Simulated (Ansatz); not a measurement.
# ZrS2: response to biaxial strain in the a-b plane

A series on ZrS2: biaxial strain in the a-b plane, -3 to +3 %; the length and tilt of c and the atoms relax. Wanted: energy, stress and any gap along the series.

Computed with Ansatz 0.2.0 (DFT PBEsol, scalar-relativistic, plane waves, PAW, unless a step's input says otherwise).

2 further runs of the same task are left out: 2 set aside as unsound or not needed.

## (1) The starting structure

It takes space group P-3m1 (No. 164, trigonal). Conventional cell: a = 3.627 Å, b = 3.627 Å, c = 5.887 Å, α = 90.00°, β = 90.00°, γ = 120.00°. Around Zr (site symmetry -3m) lie 6 S at 2.55 Å. S (site symmetry 3m) is surrounded by 3 Zr at 2.55 Å.

Structure file:

```
CELL_PARAMETERS angstrom
3.62737 0.00000 0.00000
-1.81369 3.14140 0.00000
0.00000 0.00000 5.88676
ATOMIC_POSITIONS crystal
Zr 0.00000 0.00000 0.00000
S 0.66667 0.33333 0.75316
S 0.33333 0.66667 0.24684
```

It goes back to an entry of the Materials Project.

This cell was relaxed beforehand with the same method: volume 22.36 Å³/atom, gap on the mesh 0.77 eV.

## (2) The unstrained reference

Input file input.yaml:

```yaml
crystal:
  lattice:
    - [3.6273720858, 0.0, 0.0]
    - [-1.8136860429, 3.1413963753, 0.0]
    - [0.0, 0.0, 5.8867611643]
  atoms:
    - { symbol: Zr, position: [0.0, 0.0, 0.0] }
    - { symbol: S, position: [0.6666666667, 0.3333333333, 0.7531561001] }
    - { symbol: S, position: [0.3333333333, 0.6666666667, 0.2468438999] }
basis:
  ecutwfc: 420
kpoints:
  mp_grid: { grid: [12, 12, 6] }
hamiltonian:
  xc: pbesol
scf:
  occupations: { method: gaussian, width: 0.02 }
output:
  forces: true
  stress: true
  eigenvalues: true
```

Run with:

```console
$ ansatz run input.yaml --threads 1 --pin off --max-ram 2560MiB --backend cpu --events-out ev --progress --plain --runs-dir out
```

The session goes on with these runs: band edges over the zone; At -1.0 %; band edges over the zone at -1.0 %; strain +1.0 %; seeking the band edges at +1.0 %; the cell strained by -2.0 %; seeking the band edges at -2.0 %; strain +2.0 %; the gap over the whole zone at +2.0 %; strain -3.0 %; band edges over the zone at -3.0 %; strain +3.0 %; the gap over the whole zone at +3.0 %.

**Question.** What will these runs give? Wanted: (1/V) d²E/dε² at zero strain, cubic fit; strain of the free axis c per applied strain; gap shift, negative and positive side.

The runs gave:

```
                                    quantity                    value
                         largest energy cost  20.9 meV/atom at -3.0 %
     (1/V) d²E/dε² at zero strain, cubic fit                  313 GPa
strain of the free axis c per applied strain                    -0.23
       gap shift, negative and positive side       +69, +65 meV per %
```

The curvature of the energy, 313 GPa, is twice the biaxial modulus. Compression by 3 % costs 20.9 meV/atom and stretching 18.4. The free axis c moves against the applied strain (factor -0.23). The gap runs from 0.38 eV at -3.0 % through 0.76 to 0.95 eV at +3.0 %. Layers here are held mostly by dispersion, which this level lacks, so their spacing and the stiffness across them are unreliable there.
